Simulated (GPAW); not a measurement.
Crystal: Sb.

```
CELL_PARAMETERS angstrom
2.15420 1.24373 3.75800
-2.15420 1.24373 3.75800
0.00000 -2.48746 3.75800
ATOMIC_POSITIONS crystal
Sb 0.76651 0.76651 0.76651
Sb 0.23349 0.23349 0.23349
```

Base run:

- Program: GPAW 26.7.0
- Functional: LDA
- Potentials or basis: the program's PAW data sets (release 1.2.1) made for this functional
- Cutoff: 500 eV
- Basis: pw
- k mesh: 6 × 6 × 6
- Occupations: fermi-dirac, width 0.05 eV
- Spin: no spin polarisation

Its results: band gap on the k mesh none (metal or under the smearing width); pressure -2.0 GPa; largest force 0.101 eV/Å.

**Question.** The run is repeated on the same cell with these changes: functional from LDA to PBE; potentials or basis from the program's PAW data sets (release 1.2.1) made for this functional to GPAW PAW data sets (gpaw-data 1.2.1); cutoff from 500 eV to 450 eV. What comes out?

**Answer.** Band gap on the k mesh none (metal or under the smearing width); pressure 0.9 GPa; largest force 0.056 eV/Å.

Caveats: the cutoff is short for stress and forces, so pressures can be off by a GPa or more.
